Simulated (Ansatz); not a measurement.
# As (Pm-3m) in Ansatz: settings compared

The runs below take As through relaxation of cell and atoms, with PBEsol+D3(BJ)-ATM, PBEsol+D4, PBEsol.

Everything below comes from runs of Ansatz 0.2.0. Logs are shortened: lines on timing, memory, paths and dates and some standing lists are left out, and cuts for length are marked.

## 1. Starting point

Symmetry: Pm-3m, No. 221, cubic system. The conventional cell has a = 2.704 Å, b = 2.704 Å, c = 2.704 Å, α = 90.00°, β = 90.00°, γ = 90.00°. As (site symmetry m-3m) is surrounded by 6 As at 2.70 Å.

This isn't the form of As at room conditions, which is rhombohedral.

## 2. Relaxation of cell and atoms, PBEsol+D3(BJ)-ATM

Input file input.yaml:

```yaml
crystal:
  lattice:
    - [2.7036817444, 0.0, 0.0]
    - [0.0, 2.7036817444, 0.0]
    - [0.0, 0.0, 2.7036817444]
  atoms:
    - { symbol: As, position: [0.5, 0.5, 0.5] }
hamiltonian:
  xc: pbesol
  pseudopotentials: { kind: paw }
  dispersion: d3bjatm
kpoints:
  mp_grid: { grid: [10, 10, 10] }
scf:
  occupations: { method: fermi_dirac, width: 0.05 }
output:
  forces: true
  stress: true
  eigenvalues: true
relax:
  f_tol: 0.01
  max_steps: 40
  cell: { stress_tol: 0.05 }
```

Potentials or basis: Ansatz PAW.

On the command line:

```sh
> ansatz run input.yaml --threads 2 --pin off --max-ram 5632MiB --backend cpu --events-out ev --progress --plain --runs-dir out
```

What it wrote:

```text
Warning: RAYON_NUM_THREADS=2 ignored (pool sized by the plan → 2); use --threads N
Engine: ansatz 0.2.0, aarch64-unknown-linux-gnu
Pseudopotentials: kind: paw
Pseudopotential: As, paw, valence charge 15, recommended cutoff 420 eV (normal), As.paw.azcp
Functional definition: PBEsol
  exchange = pbesol_x
  correlation = pbesol_c
Crystal: 1 atoms, lattice volume = 19.764 Å³
Basis set: ecut = 420 eV, 389 PW (Γ), exchange–correlation on 40×40×40 points (8 copies of the dense FFT grid, shifted against one another)
Bands: 12, of which v1, the nominal top of the filled ones, is band 8 counted from 1 (7 counted from 0)
Symmetry: 48 space group operations
Space group: Pm-3m (ITA 221), of the structure as read, at distance tolerance 2.7e-5 Å
k-points: 56 of 1000
Non-local potential: As, projectors of the file, l = 0: 2, l = 1: 2, l = 2: 3, l = 3: 1
PAW form: soft (Blöchl's): semilocal exchange-correlation on the pseudo side does not see the compensation charge
PAW frozen core: As, regenerated for the run's functional, and the local potential with it (the file was generated under x = pbe(κ = 0.804, μ = 0.2195149727645171), c = pbe(β = 0.06672455060314922))
PAW one-centre angular grid: As, 590 points (default); XC on 64 Gauss nodes
Initial density: superposition of atomic densities (neutral atoms: chi_scale 0, normalization atom), corrected by the library's trained network
Initial wavefunctions: pseudopotential atomic-orbital guess
Functional: x = pbesol(κ = 0.804, μ = 0.12345679012345678), c = pbesol(β = 0.046)
SCF iter   1: F=—  HF=-4813.331987 eV  |F-HF|=—  |Δ(HF+E_count)|=         —  Δρ=8.48e-4  dr2=4.45e-5  ethr=1.77e-3  ⟨swp⟩=5.5  Hψ=3995  notcnv=0
preconditioner: auto → none  [metal: Δε(μ)=0.044 eV  Ē_g=15.055 eV  σ=0.050 eV  W_gap=0.21  n_scr=6 (ndim 8)  ℏωp=18.7 eV  f_vac=0.001  D(μ)=0.32/eV (n_scr^D=0)  sad-step TF]
SCF iter   2: F=—  HF=-4813.331658 eV  |F-HF|=—  |Δ(HF+E_count)|=   3.29e-4  Δρ=4.39e-4  dr2=1.35e-5  ethr=2.97e-7  ⟨swp⟩=2.1  Hψ=1553  notcnv=0
SCF iter   3: F=—  HF=-4813.331670 eV  |F-HF|=—  |Δ(HF+E_count)|=   1.20e-5  Δρ=1.55e-4  dr2=2.13e-6  ethr=9.00e-8  ⟨swp⟩=2.1  Hψ=1048  notcnv=0
SCF iter   4: F=—  HF=-4813.331674 eV  |F-HF|=—  |Δ(HF+E_count)|=   3.50e-6  Δρ=4.03e-5  dr2=3.53e-7  ethr=1.42e-8  ⟨swp⟩=2.0  Hψ=1071  notcnv=0
SCF iter   5: F=—  HF=-4813.331673 eV  |F-HF|=—  |Δ(HF+E_count)|=   4.02e-7  Δρ=2.02e-5  dr2=9.13e-8  ethr=2.35e-9  ⟨swp⟩=2.0  Hψ=1040  notcnv=0
SCF iter   6: F=-4813.331673 eV  HF=-4813.331673 eV  |F-HF|=2.76e-9  |Δ(HF+E_count)|=   1.16e-7  Δρ=2.18e-6  dr2=1.01e-9  ethr=6.09e-10  ⟨swp⟩=5.4  Hψ=2956  notcnv=0
SCF 1 converged in 6 iterations: F = -4813.331673 eV  dr2 = 1.01e-9
relax step   1: F+E_penalty+E_count = -4813.33167298 eV  Δ(F+E_penalty+E_count) = +0.000e0 eV  max|allowed force component| = 0.000e0 eV/Å  Δτ_max = 0.0000 Å  P = -4.433 GPa  Ω = 19.764 Å³  (6 SCF iters, dr2 threshold 1.00e-7 eV, accepted)
Crystal: 1 atoms, lattice volume = 18.387 Å³
Basis set: ecut = 420 eV, 365 PW (Γ), exchange–correlation on 40×40×40 points (8 copies of the dense FFT grid, shifted against one another)
Initial density: handed on by an earlier stage of this run
Initial wavefunctions: those handed on with the density
iter 1 solved again at ethr=9.75e-6 eV; its pass at ethr=3.10e-3 eV (dr2=1.46e-3 eV) is discarded
SCF iter   1: F=—  HF=-4813.343194 eV  |F-HF|=—  |Δ(HF+E_count)|=         —  Δρ=2.68e-3  dr2=1.46e-3  ethr=9.75e-6  ⟨swp⟩=1.5  Hψ=5021  notcnv=0
preconditioner: auto → none  [insulator: Δε(μ)=0.146 eV  Ē_g=15.643 eV  σ=0.050 eV  W_gap=0.56  n_scr=6 (ndim 8)  ℏωp=19.4 eV  f_vac=0.000  D(μ)=0.30/eV (n_scr^D=0)  ε∞_Penn≈2.5]
SCF iter   2: F=—  HF=-4813.343077 eV  |F-HF|=—  |Δ(HF+E_count)|=   1.17e-4  Δρ=1.27e-3  dr2=2.83e-4  ethr=9.74e-6  ⟨swp⟩=1.7  Hψ=812  notcnv=0
SCF iter   3: F=—  HF=-4813.343106 eV  |F-HF|=—  |Δ(HF+E_count)|=   2.85e-5  Δρ=1.72e-4  dr2=4.43e-6  ethr=1.89e-6  ⟨swp⟩=1.1  Hψ=699  notcnv=0
SCF iter   4: F=—  HF=-4813.343098 eV  |F-HF|=—  |Δ(HF+E_count)|=   7.42e-6  Δρ=4.96e-5  dr2=1.95e-7  ethr=2.95e-8  ⟨swp⟩=2.0  Hψ=1094  notcnv=0
SCF iter   5: F=-4813.343098 eV  HF=-4813.343098 eV  |F-HF|=2.73e-10  |Δ(HF+E_count)|=   7.50e-8  Δρ=2.26e-6  dr2=4.28e-10  ethr=6.67e-10  ⟨swp⟩=4.9  Hψ=2915  notcnv=0
SCF 2 converged in 5 iterations: F = -4813.343098 eV  dr2 = 4.28e-10
relax step   2: F+E_penalty+E_count = -4813.34309840 eV  Δ(F+E_penalty+E_count) = -1.143e-2 eV  max|allowed force component| = 0.000e0 eV/Å  Δτ_max = 0.0000 Å  P = +2.293 GPa  Ω = 18.387 Å³  energy of the carried Pulay correction = +2.434e-4 eV  (5 SCF iters, dr2 threshold 1.00e-7 eV, accepted)
Crystal: 1 atoms, lattice volume = 18.834 Å³
iter 1 solved again at ethr=1.26e-6 eV; its pass at ethr=3.10e-3 eV (dr2=1.88e-4 eV) is discarded
SCF iter   1: F=—  HF=-4813.345851 eV  |F-HF|=—  |Δ(HF+E_count)|=         —  Δρ=9.15e-4  dr2=1.78e-4  ethr=1.26e-6  ⟨swp⟩=2.1  Hψ=4924  notcnv=0
preconditioner: auto → none  [insulator: Δε(μ)=0.128 eV  Ē_g=15.437 eV  σ=0.050 eV  W_gap=0.50  n_scr=6 (ndim 8)  ℏωp=19.1 eV  f_vac=0.000  D(μ)=0.32/eV (n_scr^D=0)  ε∞_Penn≈2.5]
SCF iter   2: F=—  HF=-4813.345842 eV  |F-HF|=—  |Δ(HF+E_count)|=   9.42e-6  Δρ=4.39e-4  dr2=3.54e-5  ethr=1.19e-6  ⟨swp⟩=1.9  Hψ=910  notcnv=0
SCF iter   3: F=—  HF=-4813.345844 eV  |F-HF|=—  |Δ(HF+E_count)|=   2.60e-6  Δρ=6.06e-5  dr2=5.83e-7  ethr=2.36e-7  ⟨swp⟩=1.5  Hψ=843  notcnv=0
SCF iter   4: F=-4813.345844 eV  HF=-4813.345844 eV  |F-HF|=7.99e-9  |Δ(HF+E_count)|=   5.78e-7  Δρ=1.67e-5  dr2=2.29e-8  ethr=6.67e-10  ⟨swp⟩=5.1  Hψ=3179  notcnv=0
SCF 3 converged in 4 iterations: F = -4813.345844 eV  dr2 = 2.29e-8
relax step   3: F+E_penalty+E_count = -4813.34584373 eV  Δ(F+E_penalty+E_count) = -2.745e-3 eV  max|allowed force component| = 0.000e0 eV/Å  Δτ_max = 0.0000 Å  P = -0.208 GPa  Ω = 18.834 Å³  energy of the carried Pulay correction = +1.624e-4 eV  (4 SCF iters, dr2 threshold 1.00e-7 eV, accepted)
Crystal: 1 atoms, lattice volume = 18.796 Å³
iter 1 solved again at ethr=8.59e-9 eV; its pass at ethr=3.10e-3 eV (dr2=1.29e-6 eV) is discarded
SCF iter   1: F=—  HF=-4813.345879 eV  |F-HF|=—  |Δ(HF+E_count)|=         —  Δρ=7.42e-5  dr2=1.22e-6  ethr=8.59e-9  ⟨swp⟩=2.1  Hψ=4764  notcnv=0
preconditioner: auto → none  [insulator: Δε(μ)=0.130 eV  Ē_g=15.456 eV  σ=0.050 eV  W_gap=0.51  n_scr=6 (ndim 8)  ℏωp=19.2 eV  f_vac=0.000  D(μ)=0.32/eV (n_scr^D=0)  ε∞_Penn≈2.5]
SCF iter   2: F=—  HF=-4813.345876 eV  |F-HF|=—  |Δ(HF+E_count)|=   2.60e-6  Δρ=3.40e-5  dr2=2.19e-7  ethr=8.10e-9  ⟨swp⟩=1.9  Hψ=947  notcnv=0
SCF iter   3: F=-4813.345876 eV  HF=-4813.345876 eV  |F-HF|=6.88e-9  |Δ(HF+E_count)|=   3.62e-9  Δρ=4.74e-6  dr2=3.92e-9  ethr=6.67e-10  ⟨swp⟩=4.6  Hψ=2439  notcnv=0
SCF 4 converged in 3 iterations: F = -4813.345876 eV  dr2 = 3.92e-9
relax step   4: F+E_penalty+E_count = -4813.34587630 eV  Δ(F+E_penalty+E_count) = -3.258e-5 eV  max|allowed force component| = 0.000e0 eV/Å  Δτ_max = 0.0000 Å  P = -0.008 GPa  Ω = 18.796 Å³  energy of the carried Pulay correction = +1.692e-4 eV  (3 SCF iters, dr2 threshold 1.00e-7 eV, accepted)
Basis set: ecut = 420 eV, 365 PW (Γ), exchange–correlation on 36×36×36 points (8 copies of the dense FFT grid, shifted against one another)
Initial wavefunctions: pseudopotential atomic-orbital guess (no wavefunctions were taken with the density)
iter 1 solved again at ethr=2.13e-8 eV; its pass at ethr=3.10e-3 eV (dr2=3.20e-6 eV) is discarded
SCF iter   1: F=—  HF=-4813.345709 eV  |F-HF|=—  |Δ(HF+E_count)|=         —  Δρ=2.87e-5  dr2=4.01e-8  ethr=2.13e-8  ⟨swp⟩=2.9  Hψ=5734  notcnv=0
SCF iter   2: F=—  HF=-4813.345719 eV  |F-HF|=—  |Δ(HF+E_count)|=   9.63e-6  Δρ=1.98e-5  dr2=3.05e-8  ethr=2.67e-10  ⟨swp⟩=2.0  Hψ=1095  notcnv=0
SCF iter   3: F=—  HF=-4813.345719 eV  |F-HF|=—  |Δ(HF+E_count)|=   4.42e-9  Δρ=6.78e-6  dr2=2.76e-9  ethr=2.03e-10  ⟨swp⟩=1.4  Hψ=737  notcnv=0
SCF iter   4: F=—  HF=-4813.345719 eV  |F-HF|=—  |Δ(HF+E_count)|=   1.42e-9  Δρ=7.33e-7  dr2=4.62e-11  ethr=1.84e-11  ⟨swp⟩=2.3  Hψ=1100  notcnv=0
SCF iter   5: F=-4813.345719 eV  HF=-4813.345719 eV  |F-HF|=1.82e-12  |Δ(HF+E_count)|=  7.28e-12  Δρ=2.66e-8  dr2=7.79e-14  ethr=1.00e-12  ⟨swp⟩=4.7  Hψ=2172  notcnv=0
SCF 5 converged in 5 iterations: F = -4813.345719 eV  dr2 = 7.79e-14
relax step   5: F+E_penalty+E_count = -4813.34571859 eV  Δ(F+E_penalty+E_count) = +1.577e-4 eV  max|allowed force component| = 0.000e0 eV/Å  Δτ_max = 0.0000 Å  P = -0.010 GPa  Ω = 18.796 Å³  stress off target by 1.02e-2 GPa  SCF on the basis re-selected at this cell (its energy is not comparable with the rows above)  (5 SCF iters)
basis re-selected at this cell: Δ(F+E_penalty+E_count) = +1.577e-4 eV, ΔP = -0.002 GPa vs the last step (what re-selecting the basis moved, of the pressure what is left beyond the Pulay correction that the steps carried, after the strain that the cell walked since its last selection, with what the two solves' SCF thresholds leave and, on support functions, any second-order correction that the steps lacked; it is no measure of the basis error at this ecutwfc). The dense FFT grid was sized anew with the basis: this SCF ran on 18×18×18 points, the steps before it on 20×20×20, so part of this shift can come from that change (see relax.cell in the input reference). This SCF's stress stands 1.02e-2 GPa from its target on what of the cell is left free (relax.cell.stress_tol is 5.00e-2 GPa) and its largest allowed force component is 0.00e0 eV/Å (relax.f_tol is 1.00e-2 eV/Å): within both
SCF converged after 5 iterations
Free energy (F): -4813.345719 eV
Harris-Foulkes:  -4813.345719 eV  (|F-HF|=1.82e-12)
Internal energy: -4813.343136 eV  (E = F + TS)
E sigma→0 (E₀):  -4813.344427 eV
Entropy (-TS):   -0.002583 eV (-2.583 meV/atom)
Fermi energy:    12.406980 eV
--- Per-component energies (eV) ---
  E_band       = -204.984579
  E_kinetic    = 103.644322
  E_local      = -1505.426719  (includes V_loc(G=0)·N_el)
  E_nonlocal   = -668.165537
  E_hartree    = 856.734952
  E_xc         = -79.278526
  E_vxc        = -79.995717  (∫ρ·V_xc dr)
  E_paw        = -1792.731601  (= ΣΔE_a)
  E_vpaw       = 231.489149  (= ΣTr[D̂ρ^β])
  E_aug_tail   = 0.000009  (compensation charges beyond the density's cutoff)
  E_ewald      = -1728.694892
  E_disp       = -0.391574  (pairwise vdW)
  E_core_change = 0.966429  (= ΣΔE_core)
  E_smearing   = -0.002583  (= −TS)
  E_closure    = -0.000000  (closes the sum)
  Σ components = -4813.345719   (vs F -4813.345719, Δ=0.00e0)
--- Forces (eV/Å), atoms counted from 1 ---
  atom   1  As    -0.00000000    -0.00000000    -0.00000000
  max |Σ_I F_I| component: 3.29e-32 eV/Å
--- Stress (GPa, compression-positive) ---
       -0.010235       0.000000       0.000000
        0.000000      -0.010235       0.000000
        0.000000       0.000000      -0.010235
  P = ⅓ Tr σ = -0.0102 GPa (-0.102 kbar)
--- Band table (eV; the first three rows and the last of 56) ---
  k-point 0: bands = ["-23.6198", "-23.6198", "-23.4967", "-23.4967", "-23.4967", "-3.0127", "16.7846", "16.7846", "16.7846", "21.1003", "21.1003", "23.2954"]
  k-point 1: bands = ["-23.6193", "-23.6096", "-23.4997", "-23.4997", "-23.4964", "-2.8191", "14.6035", "16.9573", "16.9573", "21.2756", "22.4238", "24.6769"]
  k-point 2: bands = ["-23.6180", "-23.5827", "-23.5076", "-23.5076", "-23.4958", "-2.2471", "11.3884", "17.4519", "17.4519", "21.7910", "23.2757", "28.4702"]
  k-point 55: bands = ["-23.5639", "-23.5639", "-23.5639", "-23.4476", "-23.4476", "7.8793", "10.5381", "10.5381", "10.5381", "18.2911", "18.2911", "18.2911"]
--- Relaxed structure (4 steps of the walk, 4 accepted, 1 SCFs on fresh bases) ---
  F+E_penalty+E_count = -4813.34571859 eV   max|allowed force component| = 0.000e0 eV/Å   (the final SCF, on the basis selected at the relaxed cell)
  cell:  # Å, volume = 18.7963 Å³
    - [2.6588316857530714, 6.419766481290786e-35, 0.0]
    - [6.419766481290786e-35, 2.6588316857530714, 0.0]
    - [5.135813185032629e-34, 0.0, 2.658831685753071]
  atoms:
    - { symbol: As, position: [0.5, 0.5, 0.49999999999999994] }
```

Run time: 3.1 s. Hardware: 2 threads of Arm Neoverse V1, shared host; peak memory 0.28 GiB.

What came out:

```yaml
Free_energy: -4813.3457 eV
Relaxed_volume: 18.80 Å³/atom
Relaxed_cell: a = 2.659 Å, b = 2.659 Å, c = 2.659 Å, α = 90.00°, β = 90.00°, γ = 90.00°
Space_group_after_relaxing_to_0.05_Å: Pm-3m (No. 221)
Energy_gained_by_relaxing: 14.0 meV/atom
Ionic_steps: 5
Pressure_after_relaxing: 0.0 GPa
Band_gap_on_the_k_mesh: none (metal or under the smearing width)
```

The path:
```csv
step,energy change (eV),largest force (eV/Å),volume (Å³)
1,0.0000,0.0000,19.76
2,-0.0114,0.0000,18.39
3,-0.0142,0.0000,18.83
4,-0.0142,0.0000,18.80
5,-0.0140,0.0000,18.80
```

Final structure:
```xyz
1
Lattice="2.6588 0.0000 0.0000 0.0000 2.6588 0.0000 0.0000 0.0000 2.6588" Properties=species:S:1:pos:R:3 pbc="T T T"
As    1.3294    1.3294    1.3294
```

Caveat: the plane-wave basis is chosen anew once the cell has moved, so the energies of steps on either side of that aren't comparable; pairwise dispersion overbinds metals, which lowers pressure and volume; the PAW data sets come from PBE, with cores solved anew for the run's functional, which leaves a small shift of forces and pressure.

## 3. Relaxation of cell and atoms, PBEsol+D4

input.yaml: that of step 2 with these lines changed.

```diff
@@ -10,3 +10,3 @@
   pseudopotentials: { kind: paw }
-  dispersion: d3bjatm
+  dispersion: d4
 kpoints:
```

Potentials or basis: Ansatz PAW.

On the command line:

```sh
> ansatz run input.yaml --threads 2 --pin off --max-ram 5632MiB --backend cpu --events-out ev --progress --plain --runs-dir out
```

Wall time 3 s (2 threads of Arm Neoverse V1, shared host); peak memory 0.28 GiB.

The run converged. Its results:

```
Free energy                            : -4813.2461 eV
Relaxed volume                         : 18.95 Å³/atom
Relaxed cell                           : a = 2.666 Å, b = 2.666 Å, c = 2.666 Å, α = 90.00°, β = 90.00°, γ = 90.00°
Space group after relaxing (to 0.05 Å) : Pm-3m (No. 221)
Energy gained by relaxing              : 9.7 meV/atom
Ionic steps                            : 5
Pressure after relaxing                : 0.0 GPa
Band gap on the k mesh                 : none (metal or under the smearing width)
```

Step by step:
| step | energy change (eV) | largest force (eV/Å) | volume (Å³) |
| --- | --- | --- | --- |
| 1 | 0.0000 | 0.0000 | 19.76 |
| 2 | -0.0080 | 0.0000 | 18.61 |
| 3 | -0.0098 | 0.0000 | 18.98 |
| 4 | -0.0099 | 0.0000 | 18.95 |
| 5 | -0.0097 | 0.0000 | 18.95 |

Final structure:
```cif
data_structure
_symmetry_space_group_name_H-M 'P 1'
_symmetry_Int_Tables_number 1
_cell_length_a 2.6662
_cell_length_b 2.6662
_cell_length_c 2.6662
_cell_angle_alpha 90.000
_cell_angle_beta 90.000
_cell_angle_gamma 90.000
_cell_volume 18.95
loop_
_atom_site_label
_atom_site_type_symbol
_atom_site_fract_x
_atom_site_fract_y
_atom_site_fract_z
_atom_site_occupancy
As1 As 0.50000 0.50000 0.50000 1
```

Levels at points of the mesh, in eV from the Fermi level:
```tsv
k point	band 3	band 4	band 5	band 6	band 7	band 8	band 9	band 10	band 11	band 12
(0.00, 0.00, 0.00)	-35.90	-35.90	-35.90	-15.34	4.35	4.35	4.35	8.69	8.69	10.81
(0.00, 0.00, -0.50)	-35.93	-35.91	-35.89	-11.99	-7.26	6.80	6.80	11.61	14.29	15.24
(0.00, -0.50, -0.50)	-35.92	-35.92	-35.85	-8.49	-4.44	-4.44	2.28	9.13	17.45	18.31
(-0.50, -0.50, -0.50)	-35.96	-35.85	-35.85	-4.59	-1.85	-1.85	-1.85	5.90	5.90	5.90
```

Caveat: the plane-wave basis is chosen anew once the cell has moved, so the energies of steps on either side of that aren't comparable; pairwise dispersion overbinds metals, which lowers pressure and volume; the PAW data sets come from PBE, with cores solved anew for the run's functional, which leaves a small shift of forces and pressure.

## 4. Relaxation of cell and atoms, PBEsol

input.yaml: that of step 3 with these lines changed.

```diff
@@ -10,3 +10,2 @@
   pseudopotentials: { kind: paw }
-  dispersion: d4
 kpoints:
@@ -19,2 +18,6 @@
   eigenvalues: true
+  write_density: true
+  write_potential: true
+  elf: true
+  volumetric_format: npy
 relax:
```

On the command line:

```sh
> ansatz run input.yaml --threads 2 --pin off --max-ram 5632MiB --backend cpu --events-out ev --progress --plain --runs-dir out
```

Run time: 2.4 s. Hardware: 2 threads of Arm Neoverse V1, shared host; peak memory 0.28 GiB.

It converged, with:

```
Free energy                            : -4812.9600 eV
Relaxed volume                         : 19.42 Å³/atom
Relaxed cell                           : a = 2.688 Å, b = 2.688 Å, c = 2.688 Å, α = 90.00°, β = 90.00°, γ = 90.00°
Space group after relaxing (to 0.05 Å) : Pm-3m (No. 221)
Energy gained by relaxing              : 1.7 meV/atom
Ionic steps                            : 4
Pressure after relaxing                : 0.0 GPa
Band gap on the k mesh                 : none (metal or under the smearing width)
```

The path:
| step | energy change (eV) | largest force (eV/Å) | volume (Å³) |
| --- | --- | --- | --- |
| 1 | 0.0000 | 0.0000 | 19.76 |
| 2 | -0.0015 | 0.0000 | 19.27 |
| 3 | -0.0018 | 0.0000 | 19.42 |
| 4 | -0.0017 | 0.0000 | 19.42 |

Final structure:
```
CELL_PARAMETERS angstrom
2.68782 0.00000 0.00000
0.00000 2.68782 0.00000
0.00000 0.00000 2.68782
ATOMIC_POSITIONS crystal
As 0.50000 0.50000 0.50000
```

Levels at points of the mesh, in eV from the Fermi level:
| k point | band 3 | band 4 | band 5 | band 6 | band 7 | band 8 | band 9 | band 10 | band 11 | band 12 |
| --- | --- | --- | --- | --- | --- | --- | --- | --- | --- | --- |
| (0.00, 0.00, 0.00) | -35.87 | -35.87 | -35.87 | -15.10 | 4.26 | 4.26 | 4.26 | 8.67 | 8.67 | 10.61 |
| (0.00, 0.00, -0.50) | -35.90 | -35.88 | -35.87 | -11.87 | -7.05 | 6.62 | 6.62 | 11.53 | 14.15 | 15.09 |
| (0.00, -0.50, -0.50) | -35.90 | -35.90 | -35.83 | -8.49 | -4.30 | -4.30 | 2.40 | 8.85 | 17.14 | 18.12 |
| (-0.50, -0.50, -0.50) | -35.93 | -35.83 | -35.83 | -4.77 | -1.80 | -1.80 | -1.80 | 5.95 | 5.95 | 5.95 |

Caveat: the plane-wave basis is chosen anew once the cell has moved, so the energies of steps on either side of that aren't comparable; the PAW data sets come from PBE, with cores solved anew for the run's functional, which leaves a small shift of forces and pressure.

## 5. The runs side by side

```csv
level,target pressure (GPa),gap on the mesh (eV),pressure (GPa),relaxed volume (Å³/atom)
PBEsol+D3(BJ)-ATM,-,none,0.0,18.80
PBEsol+D4,-,none,0.0,18.95
PBEsol,0,none,0.0,19.42
```

Alike in all rows: task relaxation of cell and atoms; potentials or basis Ansatz PAW; no spin polarisation; cell relaxed; k mesh 10 × 10 × 10; cutoff (eV) 420; smearing fermi-dirac 0.05 eV.

Caveats: the plane-wave basis is chosen anew once the cell has moved, so the energies of steps on either side of that aren't comparable; the PAW data sets come from PBE, with cores solved anew for the run's functional, which leaves a small shift of forces and pressure; pairwise dispersion overbinds metals, which lowers pressure and volume (some runs).

Total energies depend on the potentials used, so only differences within one code and one set of settings carry meaning.
